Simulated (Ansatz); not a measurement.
# B: from a guess to a relaxed structure, part 2 of 2

The task: take a trial cell of B to zero force and stress.

Ansatz 0.2.0; DFT PBE, scalar-relativistic, plane waves, PAW.

## 4. Full relaxation

The end of the coarse run is made exact in the group found at a tolerance of 0.06 Å and reduced to its primitive cell.

Input file input.yaml:

```yaml
crystal:
  lattice:
    - [2.8244855063, 1.6307174674, 2.2185837456]
    - [-2.8244855063, 1.6307174674, 2.2185837456]
    - [0.0, -3.2614349347, 2.2185837456]
  atoms:
    - { symbol: B, position: [0.7637025406, 0.8647244921, 0.4926508386] }
    - { symbol: B, position: [0.4926508386, 0.7637025406, 0.8647244921] }
    - { symbol: B, position: [0.8647244921, 0.4926508386, 0.7637025406] }
    - { symbol: B, position: [0.5073491614, 0.1352755079, 0.2362974594] }
    - { symbol: B, position: [0.1352755079, 0.2362974594, 0.5073491614] }
    - { symbol: B, position: [0.2362974594, 0.5073491614, 0.1352755079] }
    - { symbol: B, position: [0.2026550283, 0.7973449717, 0.5] }
    - { symbol: B, position: [0.5, 0.2026550283, 0.7973449717] }
    - { symbol: B, position: [0.7973449717, 0.5, 0.2026550283] }
basis:
  ecutwfc: 420
kpoints:
  mp_grid: { grid: [12, 12, 12] }
hamiltonian:
  xc: pbe
scf:
  occupations: { method: gaussian, width: 0.1 }
output:
  forces: true
  stress: true
  eigenvalues: true
relax:
  adjacent_minimum: "off"
  f_tol: 0.01
  max_steps: 80
  cell: { stress_tol: 0.05 }
```

The run is started by

```sh
> ansatz run input.yaml --threads 1 --pin off --max-ram 2560MiB --backend cpu --events-out ev --progress --plain --runs-dir out
```

What it wrote:

```text
Warning: RAYON_NUM_THREADS=1 ignored (pool sized by the plan → 1); use --threads N
Engine: ansatz 0.2.0, aarch64-unknown-linux-gnu
Pseudopotentials: kind: paw
Pseudopotential: B, paw, valence charge 3, recommended cutoff 420 eV (normal), B.paw.azcp
Functional definition: PBE
  parameter kappa = 0.804
  parameter beta = 0.06672455060314922
  exchange = pbe_x(kappa = kappa, mu = beta*pi^2/3)
  correlation = pbe_c(beta = beta)
Crystal: 9 atoms, lattice volume = 61.312 Å³
Basis set: ecut = 420 eV, 1201 PW (Γ), exchange–correlation on 54×54×54 points (8 copies of the dense FFT grid, shifted against one another)
Bands: 23, of which v1, the nominal top of the filled ones, is band 14 counted from 1 (13 counted from 0)
Symmetry: 6 space group operations
Space group: R32 (ITA 155), of the structure as read, at distance tolerance 3.9e-5 Å
k-points: 189 of 1728 (time reversal used)
Non-local potential: B, projectors of the file, l = 0: 2, l = 1: 2, l = 2: 1
PAW form: soft (Blöchl's): semilocal exchange-correlation on the pseudo side does not see the compensation charge
PAW one-centre angular grid: B, 110 points (default); XC on 64 Gauss nodes
Initial density: superposition of atomic densities (neutral atoms: chi_scale 0, normalization atom), corrected by the library's trained network
Initial wavefunctions: pseudopotential atomic-orbital guess
Functional: x = pbe(κ = 0.804, μ = 0.2195149727645171), c = pbe(β = 0.06672455060314922)
SCF iter   1: F=—  HF=-1396.755483 eV  |F-HF|=—  |Δ(HF+E_count)|=         —  Δρ=6.06e-3  dr2=2.19e-2  ethr=1.77e-3  ⟨swp⟩=5.8  Hψ=21863  notcnv=0  defer=26
preconditioner: auto → Kerker (q_TF=auto, 2.380 Å⁻¹)  [metal: Δε(μ)=0.012 eV  Ē_g=11.791 eV  σ=0.100 eV  W_gap=0.07  n_scr=18 (ndim 8)  ℏωp=24.6 eV  f_vac=0.002  D(μ)=1.24/eV (n_scr^D=6)]
SCF iter   2: F=—  HF=-1396.752985 eV  |F-HF|=—  |Δ(HF+E_count)|=   2.50e-3  Δρ=3.34e-3  dr2=6.76e-3  ethr=8.10e-5  ⟨swp⟩=1.2  Hψ=6106  notcnv=0  defer=115
SCF iter   3: F=—  HF=-1396.751839 eV  |F-HF|=—  |Δ(HF+E_count)|=   1.15e-3  Δρ=4.23e-4  dr2=1.93e-4  ethr=2.50e-5  ⟨swp⟩=2.8  Hψ=6151  notcnv=0  defer=115
SCF iter   4: F=—  HF=-1396.751856 eV  |F-HF|=—  |Δ(HF+E_count)|=   1.75e-5  Δρ=1.32e-4  dr2=1.82e-5  ethr=7.16e-7  ⟨swp⟩=2.3  Hψ=6044  notcnv=0  defer=115
SCF iter   5: F=—  HF=-1396.751887 eV  |F-HF|=—  |Δ(HF+E_count)|=   3.10e-5  Δρ=3.36e-5  dr2=9.80e-7  ethr=6.73e-8  ⟨swp⟩=2.1  Hψ=6141  notcnv=0  defer=115
SCF iter   6: F=-1396.751889 eV  HF=-1396.751889 eV  |F-HF|=5.09e-8  |Δ(HF+E_count)|=   1.28e-6  Δρ=7.57e-6  dr2=2.79e-8  ethr=3.70e-10  ⟨swp⟩=10.0  Hψ=22205  notcnv=0
SCF 1 converged in 6 iterations: F = -1396.751889 eV  dr2 = 2.79e-8
relax step   1: F+E_penalty+E_count = -1396.75188881 eV  Δ(F+E_penalty+E_count) = +0.000e0 eV  max|allowed force component| = 5.018e-2 eV/Å  Δτ_max = 0.0000 Å  P = -0.121 GPa  Ω = 61.312 Å³  (6 SCF iters, dr2 threshold 1.00e-7 eV, accepted)
Crystal: 9 atoms, lattice volume = 61.310 Å³
Initial density: handed on by an earlier stage of this run
Initial wavefunctions: those handed on with the density
iter 1 solved again at ethr=2.32e-7 eV; its pass at ethr=3.10e-3 eV (dr2=6.25e-5 eV) is discarded
SCF iter   1: F=—  HF=-1396.752697 eV  |F-HF|=—  |Δ(HF+E_count)|=         —  Δρ=3.73e-4  dr2=5.89e-5  ethr=2.32e-7  ⟨swp⟩=2.1  Hψ=23446  notcnv=0
preconditioner: auto → Kerker (q_TF=auto, 2.380 Å⁻¹)  [metal: Δε(μ)=0.046 eV  Ē_g=11.789 eV  σ=0.100 eV  W_gap=0.25  n_scr=18 (ndim 8)  ℏωp=24.6 eV  f_vac=0.000  D(μ)=1.25/eV (n_scr^D=6)]
SCF iter   2: F=—  HF=-1396.752705 eV  |F-HF|=—  |Δ(HF+E_count)|=   8.23e-6  Δρ=2.14e-4  dr2=1.91e-5  ethr=2.18e-7  ⟨swp⟩=1.0  Hψ=4347  notcnv=0
SCF iter   3: F=-1396.752702 eV  HF=-1396.752702 eV  |F-HF|=3.58e-8  |Δ(HF+E_count)|=   3.49e-6  Δρ=1.26e-5  dr2=7.28e-8  ethr=2.49e-9  ⟨swp⟩=4.2  Hψ=21222  notcnv=0
SCF 2 converged in 3 iterations: F = -1396.752702 eV  dr2 = 7.28e-8
relax step   2: F+E_penalty+E_count = -1396.75270165 eV  Δ(F+E_penalty+E_count) = -8.128e-4 eV  max|allowed force component| = 2.883e-2 eV/Å  Δτ_max = 0.0022 Å  P = -0.029 GPa  Ω = 61.310 Å³  energy of the carried Pulay correction = +3.240e-6 eV  (3 SCF iters, dr2 threshold 6.71e-7 eV, accepted)
Crystal: 9 atoms, lattice volume = 61.305 Å³
iter 1 solved again at ethr=2.13e-7 eV; its pass at ethr=3.10e-3 eV (dr2=5.76e-5 eV) is discarded
SCF iter   1: F=—  HF=-1396.752916 eV  |F-HF|=—  |Δ(HF+E_count)|=         —  Δρ=2.76e-4  dr2=5.67e-5  ethr=2.13e-7  ⟨swp⟩=1.7  Hψ=19932  notcnv=0
preconditioner: auto → Kerker (q_TF=auto, 2.380 Å⁻¹)  [metal: Δε(μ)=0.047 eV  Ē_g=11.788 eV  σ=0.100 eV  W_gap=0.26  n_scr=18 (ndim 8)  ℏωp=24.6 eV  f_vac=0.000  D(μ)=1.25/eV (n_scr^D=6)]
SCF iter   2: F=—  HF=-1396.752918 eV  |F-HF|=—  |Δ(HF+E_count)|=   2.38e-6  Δρ=1.51e-4  dr2=1.64e-5  ethr=2.10e-7  ⟨swp⟩=1.0  Hψ=4347  notcnv=0
SCF iter   3: F=—  HF=-1396.752912 eV  |F-HF|=—  |Δ(HF+E_count)|=   5.72e-6  Δρ=1.38e-5  dr2=1.18e-7  ethr=6.08e-8  ⟨swp⟩=2.6  Hψ=6630  notcnv=0
SCF iter   4: F=-1396.752912 eV  HF=-1396.752912 eV  |F-HF|=7.18e-9  |Δ(HF+E_count)|=  5.16e-11  Δρ=3.52e-6  dr2=6.46e-9  ethr=3.27e-10  ⟨swp⟩=5.2  Hψ=17761  notcnv=0
SCF 3 converged in 4 iterations: F = -1396.752912 eV  dr2 = 6.46e-9
relax step   3: F+E_penalty+E_count = -1396.75291240 eV  Δ(F+E_penalty+E_count) = -2.107e-4 eV  max|allowed force component| = 1.796e-2 eV/Å  Δτ_max = 0.0013 Å  P = -0.002 GPa  Ω = 61.305 Å³  energy of the carried Pulay correction = +1.433e-5 eV  (4 SCF iters, dr2 threshold 8.84e-8 eV, accepted)
Crystal: 9 atoms, lattice volume = 61.285 Å³
iter 1 solved again at ethr=1.07e-6 eV; its pass at ethr=3.10e-3 eV (dr2=2.90e-4 eV) is discarded
SCF iter   1: F=—  HF=-1396.752880 eV  |F-HF|=—  |Δ(HF+E_count)|=         —  Δρ=7.09e-4  dr2=2.88e-4  ethr=1.07e-6  ⟨swp⟩=2.5  Hψ=23189  notcnv=0
preconditioner: auto → Kerker (q_TF=auto, 2.380 Å⁻¹)  [metal: Δε(μ)=0.046 eV  Ē_g=11.789 eV  σ=0.100 eV  W_gap=0.26  n_scr=18 (ndim 8)  ℏωp=24.6 eV  f_vac=0.000  D(μ)=1.26/eV (n_scr^D=6)]
SCF iter   2: F=—  HF=-1396.752831 eV  |F-HF|=—  |Δ(HF+E_count)|=   4.84e-5  Δρ=4.09e-4  dr2=9.76e-5  ethr=1.07e-6  ⟨swp⟩=1.0  Hψ=4347  notcnv=0
SCF iter   3: F=—  HF=-1396.752820 eV  |F-HF|=—  |Δ(HF+E_count)|=   1.14e-5  Δρ=2.59e-5  dr2=2.59e-7  ethr=3.61e-7  ⟨swp⟩=2.7  Hψ=6657  notcnv=0
SCF iter   4: F=-1396.752820 eV  HF=-1396.752820 eV  |F-HF|=8.98e-9  |Δ(HF+E_count)|=   9.73e-8  Δρ=7.32e-6  dr2=2.33e-8  ethr=4.57e-10  ⟨swp⟩=5.7  Hψ=19559  notcnv=0
SCF 4 converged in 4 iterations: F = -1396.752820 eV  dr2 = 2.33e-8
relax step   4: F+E_penalty+E_count = -1396.75282003 eV  Δ(F+E_penalty+E_count) = +9.237e-5 eV  max|allowed force component| = 4.260e-2 eV/Å  Δτ_max = 0.0049 Å  P = -0.195 GPa  Ω = 61.285 Å³  energy of the carried Pulay correction = +5.900e-5 eV  (4 SCF iters, dr2 threshold 1.24e-7 eV, rejected (line search))
Crystal: 9 atoms, lattice volume = 61.293 Å³
iter 1 solved again at ethr=7.04e-7 eV; its pass at ethr=3.10e-3 eV (dr2=1.90e-4 eV) is discarded
SCF iter   1: F=—  HF=-1396.753186 eV  |F-HF|=—  |Δ(HF+E_count)|=         —  Δρ=5.67e-4  dr2=1.86e-4  ethr=7.04e-7  ⟨swp⟩=2.7  Hψ=23074  notcnv=0
preconditioner: auto → Kerker (q_TF=auto, 2.380 Å⁻¹)  [metal: Δε(μ)=0.048 eV  Ē_g=11.789 eV  σ=0.100 eV  W_gap=0.27  n_scr=18 (ndim 8)  ℏωp=24.6 eV  f_vac=0.000  D(μ)=1.25/eV (n_scr^D=6)]
SCF iter   2: F=—  HF=-1396.753152 eV  |F-HF|=—  |Δ(HF+E_count)|=   3.42e-5  Δρ=3.08e-4  dr2=5.21e-5  ethr=6.90e-7  ⟨swp⟩=1.0  Hψ=4347  notcnv=0
SCF iter   3: F=—  HF=-1396.753154 eV  |F-HF|=—  |Δ(HF+E_count)|=   2.19e-6  Δρ=3.31e-5  dr2=6.28e-7  ethr=1.93e-7  ⟨swp⟩=2.6  Hψ=6782  notcnv=0
SCF iter   4: F=—  HF=-1396.753153 eV  |F-HF|=—  |Δ(HF+E_count)|=   1.42e-6  Δρ=5.52e-6  dr2=1.49e-8  ethr=2.33e-9  ⟨swp⟩=2.2  Hψ=6979  notcnv=0
SCF iter   5: F=—  HF=-1396.753153 eV  |F-HF|=—  |Δ(HF+E_count)|=   7.35e-9  Δρ=1.05e-6  dr2=9.27e-10  ethr=5.53e-11  ⟨swp⟩=2.5  Hψ=6972  notcnv=0
SCF iter   6: F=—  HF=-1396.753153 eV  |F-HF|=—  |Δ(HF+E_count)|=  8.51e-10  Δρ=3.22e-7  dr2=1.08e-10  ethr=1.00e-12  ⟨swp⟩=5.4  Hψ=15595  notcnv=0
SCF iter   7: F=-1396.753153 eV  HF=-1396.753153 eV  |F-HF|=5.23e-12  |Δ(HF+E_count)|=  1.18e-10  Δρ=7.06e-8  dr2=3.95e-12  ethr=1.00e-12  ⟨swp⟩=4.0  Hψ=12729  notcnv=0
SCF 5 converged in 7 iterations: F = -1396.753153 eV  dr2 = 3.95e-12
relax step   5: F+E_penalty+E_count = -1396.75315260 eV  Δ(F+E_penalty+E_count) = -2.402e-4 eV  max|allowed force component| = 7.554e-3 eV/Å  Δτ_max = 0.0017 Å  P = +0.018 GPa  Ω = 61.293 Å³  energy of the carried Pulay correction = +4.238e-5 eV  (7 SCF iters, accepted)
Crystal: 9 atoms, lattice volume = 61.278 Å³
iter 1 solved again at ethr=4.01e-7 eV; its pass at ethr=3.10e-3 eV (dr2=1.08e-4 eV) is discarded
SCF iter   1: F=—  HF=-1396.753281 eV  |F-HF|=—  |Δ(HF+E_count)|=         —  Δρ=4.21e-4  dr2=1.08e-4  ethr=4.01e-7  ⟨swp⟩=2.4  Hψ=21381  notcnv=0
preconditioner: auto → Kerker (q_TF=auto, 2.380 Å⁻¹)  [metal: Δε(μ)=0.052 eV  Ē_g=11.789 eV  σ=0.100 eV  W_gap=0.28  n_scr=18 (ndim 8)  ℏωp=24.6 eV  f_vac=0.000  D(μ)=1.26/eV (n_scr^D=6)]
SCF iter   2: F=—  HF=-1396.753259 eV  |F-HF|=—  |Δ(HF+E_count)|=   2.12e-5  Δρ=2.38e-4  dr2=3.34e-5  ethr=4.00e-7  ⟨swp⟩=1.0  Hψ=4347  notcnv=0
SCF iter   3: F=—  HF=-1396.753265 eV  |F-HF|=—  |Δ(HF+E_count)|=   5.93e-6  Δρ=1.74e-5  dr2=1.52e-7  ethr=1.24e-7  ⟨swp⟩=2.3  Hψ=6612  notcnv=0
SCF iter   4: F=—  HF=-1396.753264 eV  |F-HF|=—  |Δ(HF+E_count)|=   1.74e-6  Δρ=4.21e-6  dr2=6.82e-9  ethr=9.91e-11  ⟨swp⟩=6.3  Hψ=19795  notcnv=0
SCF iter   5: F=-1396.753264 eV  HF=-1396.753264 eV  |F-HF|=4.75e-10  |Δ(HF+E_count)|=   6.83e-9  Δρ=6.22e-7  dr2=3.00e-10  ethr=2.52e-11  ⟨swp⟩=2.4  Hψ=13908  notcnv=0
SCF 6 converged in 5 iterations: F = -1396.753264 eV  dr2 = 3.00e-10
relax step   6: F+E_penalty+E_count = -1396.75326369 eV  Δ(F+E_penalty+E_count) = -1.111e-4 eV  max|allowed force component| = 2.720e-3 eV/Å  Δτ_max = 0.0021 Å  P = +0.010 GPa  Ω = 61.278 Å³  energy of the carried Pulay correction = +7.335e-5 eV  (5 SCF iters, dr2 threshold 2.67e-8 eV, accepted)
Initial wavefunctions: pseudopotential atomic-orbital guess (no wavefunctions were taken with the density)
iter 1 solved again at ethr=1.87e-8 eV; its pass at ethr=3.10e-3 eV (dr2=5.06e-6 eV) is discarded
SCF iter   1: F=—  HF=-1396.753190 eV  |F-HF|=—  |Δ(HF+E_count)|=         —  Δρ=4.24e-6  dr2=1.37e-9  ethr=1.87e-8  ⟨swp⟩=4.2  Hψ=35493  notcnv=0
preconditioner: auto → Kerker (q_TF=auto, 2.380 Å⁻¹)  [metal: Δε(μ)=0.051 eV  Ē_g=11.789 eV  σ=0.100 eV  W_gap=0.28  n_scr=18 (ndim 8)  ℏωp=24.6 eV  f_vac=0.000  D(μ)=1.26/eV (n_scr^D=6)]
SCF iter   2: F=—  HF=-1396.753208 eV  |F-HF|=—  |Δ(HF+E_count)|=   1.73e-5  Δρ=2.34e-6  dr2=4.95e-10  ethr=5.06e-12  ⟨swp⟩=2.9  Hψ=8399  notcnv=0
SCF iter   3: F=-1396.753208 eV  HF=-1396.753208 eV  |F-HF|=5.59e-11  |Δ(HF+E_count)|=   2.33e-9  Δρ=3.14e-7  dr2=4.73e-11  ethr=1.00e-12  ⟨swp⟩=4.5  Hψ=19768  notcnv=0
SCF 7 converged in 3 iterations: F = -1396.753208 eV  dr2 = 4.73e-11
relax step   7: F+E_penalty+E_count = -1396.75320762 eV  Δ(F+E_penalty+E_count) = +5.607e-5 eV  max|allowed force component| = 2.693e-3 eV/Å  Δτ_max = 0.0000 Å  P = +0.009 GPa  Ω = 61.278 Å³  stress off target by 2.85e-2 GPa  SCF on the basis re-selected at this cell (its energy is not comparable with the rows above)  (3 SCF iters)
basis re-selected at this cell: Δ(F+E_penalty+E_count) = +5.607e-5 eV, ΔP = -0.001 GPa vs the last step (what re-selecting the basis moved, of the pressure what is left beyond the Pulay correction that the steps carried, after the strain that the cell walked since its last selection, with what the two solves' SCF thresholds leave and, on support functions, any second-order correction that the steps lacked; it is no measure of the basis error at this ecutwfc). This SCF's stress stands 2.85e-2 GPa from its target on what of the cell is left free (relax.cell.stress_tol is 5.00e-2 GPa) and its largest allowed force component is 2.69e-3 eV/Å (relax.f_tol is 1.00e-2 eV/Å): within both
SCF converged after 3 iterations
Free energy (F): -1396.753208 eV
Harris-Foulkes:  -1396.753208 eV  (|F-HF|=5.59e-11)
Internal energy: -1396.746927 eV  (E = F + TS)
E sigma→0 (E₀):  -1396.750067 eV
Entropy (-TS):   -0.006281 eV (-0.698 meV/atom)
Fermi energy:    10.570463 eV
--- Per-component energies (eV) ---
  E_band       = 105.547589
  E_kinetic    = 436.773898
  E_local      = -141.085668  (includes V_loc(G=0)·N_el)
  E_nonlocal   = 104.804088
  E_hartree    = 36.213645
  E_xc         = -289.550568
  E_vxc        = -343.981811  (∫ρ·V_xc dr)
  E_paw        = -706.698280  (= ΣΔE_a)
  E_vpaw       = -23.390119  (= ΣTr[D̂ρ^β])
  E_aug_tail   = -0.000026  (compensation charges beyond the density's cutoff)
  E_ewald      = -837.204016
  E_smearing   = -0.006281  (= −TS)
  E_closure    = -0.000000  (closes the sum)
  Σ components = -1396.753208   (vs F -1396.753208, Δ=0.00e0)
--- Forces (eV/Å), atoms counted from 1 ---
  atom   1  B     -0.00063331    -0.00024740     0.00079760
  atom   2  B      0.00053091    -0.00042477     0.00079760
  atom   3  B      0.00010240     0.00067216     0.00079760
  atom   4  B      0.00010240    -0.00067216    -0.00079760
  atom   5  B     -0.00063331     0.00024740    -0.00079760
  atom   6  B      0.00053091     0.00042477    -0.00079760
  atom   7  B     -0.00269294     0.00000000    -0.00000000
  atom   8  B      0.00134647    -0.00233216     0.00000000
  atom   9  B      0.00134647     0.00233216    -0.00000000
  max |Σ_I F_I| component: 2.25e-16 eV/Å
--- Stress (GPa, compression-positive) ---
       -0.000270       0.000000      -0.000000
        0.000000      -0.000270       0.000000
       -0.000000       0.000000       0.028497
  P = ⅓ Tr σ = 0.0093 GPa (0.093 kbar)
--- Band table (eV; the first three rows and the last of 189) ---
  k-point 0: bands = ["-5.8530", "0.2407", "0.2407", "1.2490", "2.6945", "2.6945", "3.4539", "5.5442", "5.5442", "6.6850", "8.8878", "8.8878", "9.9744", "10.8623", "11.5232", "11.5232", "12.2412", "12.2412", "14.1607", "17.4745", "17.7569", "17.7569", "19.4342"]
  k-point 1: bands = ["-5.8020", "-0.2102", "0.3621", "1.4075", "2.4679", "2.9063", "3.8679", "5.2721", "5.6165", "6.5486", "8.5336", "8.7797", "10.0212", "11.0040", "11.5038", "11.9700", "12.2450", "12.4275", "14.0562", "17.3727", "17.7135", "17.9684", "19.2186"]
  k-point 2: bands = ["-5.6494", "-0.9663", "0.4943", "1.6781", "2.4267", "3.0762", "4.6848", "4.8183", "5.5946", "6.1809", "7.8425", "8.5914", "10.0593", "11.2055", "11.7185", "12.2077", "12.7231", "13.0061", "13.8983", "16.9812", "17.8603", "18.1434", "19.0533"]
  k-point 188: bands = ["-1.3070", "-1.3070", "-1.2902", "-0.6184", "0.3216", "0.3216", "0.7733", "3.0463", "10.3432", "10.3432", "10.8740", "11.0399", "11.6262", "11.6262", "13.3274", "13.3274", "13.3580", "16.1539", "16.1539", "17.2019", "17.2019", "17.8100", "18.1363"]
--- Relaxed structure (6 steps of the walk, 5 accepted, 1 SCFs on fresh bases) ---
  F+E_penalty+E_count = -1396.75320762 eV   max|allowed force component| = 2.693e-3 eV/Å   (the final SCF, on the basis selected at the relaxed cell)
  cell:  # Å, volume = 61.2783 Å³
    - [2.8226593483489166, 1.6296631346165396, 2.2202374532615736]
    - [-2.8226593483489166, 1.6296631346165396, 2.2202374532615736]
    - [-1.5372160592178373e-34, -3.2593262691830422, 2.2202374532983016]
  atoms:
    - { symbol: B, position: [0.7654635098533248, 0.8651592229935444, 0.49245972943668026] }
    - { symbol: B, position: [0.49245972943668037, 0.7654635098533248, 0.8651592229935443] }
    - { symbol: B, position: [0.8651592229935445, 0.4924597294366805, 0.7654635098533248] }
    - { symbol: B, position: [0.5075402705633196, 0.1348407770064557, 0.23453649014667521] }
    - { symbol: B, position: [0.1348407770064557, 0.23453649014667521, 0.5075402705633196] }
    - { symbol: B, position: [0.23453649014667524, 0.5075402705633196, 0.1348407770064557] }
    - { symbol: B, position: [0.20334465011012265, 0.7966553498898774, 0.5] }
    - { symbol: B, position: [0.5, 0.20334465011012254, 0.7966553498898773] }
    - { symbol: B, position: [0.7966553498898774, 0.5000000000000001, 0.2033446501101227] }
```

Run time: 3.4 min. Hardware: 1 thread of Arm Neoverse V1, shared host; peak memory 0.48 GiB.

The steps of the relaxation:

| step | E - E(step 1) (eV/cell) | largest force component (eV/Å) | pressure (GPa) | volume (Å³) |
| --- | --- | --- | --- | --- |
| 1 | 0.0000 | 0.0502 | -0.12 | 61.31 |
| 2 | -0.0008 | 0.0288 | -0.03 | 61.31 |
| 3 | -0.0010 | 0.0180 | 0.00 | 61.31 |
| 4 | -0.0009 | 0.0426 | -0.19 | 61.28 |
| 5 | -0.0013 | 0.0076 | 0.02 | 61.29 |
| 6 | -0.0014 | 0.0027 | 0.01 | 61.28 |
| 7 | -0.0013 | 0.0027 | 0.01 | 61.28 |

Step 1 is the start. Step 7 repeats the geometry before it on a plane-wave basis chosen anew for that cell, so its energy need not be comparable with the rows above. Step 4 was tried and not accepted.

Lengths and angles in the start's conventional setting:

|  | before | after | change |
| --- | --- | --- | --- |
| a (Å) | 5.649 | 5.645 | -0.1 % |
| b (Å) | 5.649 | 5.645 | -0.1 % |
| c (Å) | 6.656 | 6.661 | +0.1 % |
| volume (Å³/atom) | 6.81 | 6.81 | -0.1 % |
| shortest distance (Å) | 1.758 | 1.754 | -0.2 % |
| space group (0.01 Å) | R32 | R32 | same |

Forces and stress were held to the start's 6 operations: a distortion of lower symmetry was not tested.

## 5. Changing settings: mp_grid.grid [18, 18, 18], mixing.algorithm broyden, mixing.beta 0.9, mixing.ndim 4

Input file input.yaml:

```yaml
crystal:
  lattice:
    - [2.8226593483, 1.6296631346, 2.2202374533]
    - [-2.8226593483, 1.6296631346, 2.2202374533]
    - [0.0, -3.2593262692, 2.2202374533]
  atoms:
    - { symbol: B, position: [0.7654635099, 0.865159223, 0.4924597294] }
    - { symbol: B, position: [0.4924597294, 0.7654635099, 0.865159223] }
    - { symbol: B, position: [0.865159223, 0.4924597294, 0.7654635099] }
    - { symbol: B, position: [0.5075402706, 0.134840777, 0.2345364901] }
    - { symbol: B, position: [0.134840777, 0.2345364901, 0.5075402706] }
    - { symbol: B, position: [0.2345364901, 0.5075402706, 0.134840777] }
    - { symbol: B, position: [0.2033446501, 0.7966553499, 0.5] }
    - { symbol: B, position: [0.5, 0.2033446501, 0.7966553499] }
    - { symbol: B, position: [0.7966553499, 0.5, 0.2033446501] }
basis:
  ecutwfc: 420
kpoints:
  mp_grid: { grid: [18, 18, 18] }
hamiltonian:
  xc: pbe
scf:
  occupations: { method: gaussian, width: 0.1 }
  mixing: { algorithm: broyden, beta: 0.9, ndim: 4 }
output:
  forces: true
  eigenvalues: true
  stress: true
```

The run is started by

```sh
> ansatz run input.yaml --threads 1 --pin off --max-ram 2560MiB --backend cpu --events-out ev --progress --plain --runs-dir out
```

What it wrote, cut to the lines that bear on the results:

```text
Warning: RAYON_NUM_THREADS=1 ignored (pool sized by the plan → 1); use --threads N
[...]
[... 3 set-up lines as earlier in the session ...]
[...]
Crystal: 9 atoms, lattice volume = 61.278 Å³
Basis set: ecut = 420 eV, 1201 PW (Γ), exchange–correlation on 54×54×54 points (8 copies of the dense FFT grid, shifted against one another)
Bands: 23, of which v1, the nominal top of the filled ones, is band 14 counted from 1 (13 counted from 0)
[... 2 set-up lines as earlier in the session ...]
k-points: 580 of 5832 (time reversal used)
[...]
SCF iter   1: F=—  HF=-1396.758081 eV  |F-HF|=—  |Δ(HF+E_count)|=         —  Δρ=6.05e-3  dr2=2.20e-2  ethr=1.77e-3  ⟨swp⟩=5.8  Hψ=67078  notcnv=0  defer=70
[...]
Free energy (F): -1396.754426 eV
[...]
E sigma→0 (E₀):  -1396.751069 eV
Entropy (-TS):   -0.006714 eV (-0.746 meV/atom)
Fermi energy:    10.586195 eV
[...]
--- Forces (eV/Å), atoms counted from 1 ---
  atom   1  B      0.00237254    -0.00024116     0.00274786
  atom   2  B     -0.00097742     0.00217525     0.00274786
  atom   3  B     -0.00139511    -0.00193410     0.00274786
  atom   4  B     -0.00139511     0.00193410    -0.00274786
  atom   5  B      0.00237254     0.00024116    -0.00274786
  atom   6  B     -0.00097742    -0.00217525    -0.00274786
  atom   7  B     -0.00785780     0.00000000     0.00000000
  atom   8  B      0.00392890    -0.00680505    -0.00000000
[...]
--- Stress (GPa, compression-positive) ---
        0.010841       0.000000      -0.000000
        0.000000       0.010841      -0.000000
       -0.000000      -0.000000      -0.016536
  P = ⅓ Tr σ = 0.0017 GPa (0.017 kbar)
--- Band table (eV; the first three rows and the last of 580) ---
[... band rows left out ...]
[...]
```

Run time: 80 s. Hardware: 1 thread of Arm Neoverse V1, shared host; peak memory 0.87 GiB.

| run | ending | energy change | pressure (GPa) | gap (eV) | force (eV/Å) | cycles | time |
| --- | --- | --- | --- | --- | --- | --- | --- |
| step 4 | converged | 0 | 0.0 | 0.00 | 0.00 | - | 3.4 min |
| variant | converged | -0.1 meV/atom | 0.0 | 0.00 | 0.01 | 6 | 80 s |

Changing the k-point mesh and mixing hardly moves the energy: -0.1 meV/atom.

## 6. Results

What follows sums up all 2 parts. Changes of volume or cell count from the first structure of part 1.

```
                              quantity                                                                       value
symmetry at the end (tolerance 0.05 Å)                                                   space group R32 (No. 155)
                     conventional cell  a = 5.645 Å, b = 5.645 Å, c = 6.661 Å, α = 90.00°, β = 90.00°, γ = 120.00°
                                volume                                                                6.81 Å³/atom
        energy over the standard state                                                               +0.72 eV/atom
                       gap on the mesh                                                                none (metal)
```

**Reading.** The space group R32 (No. 155) is kept, and the volume per atom grows by 2.0 % from the first guess. It lies above the element's standard state, so it is metastable at best. No finished test with a distortion of lower symmetry is shown, so the end may be a saddle point.
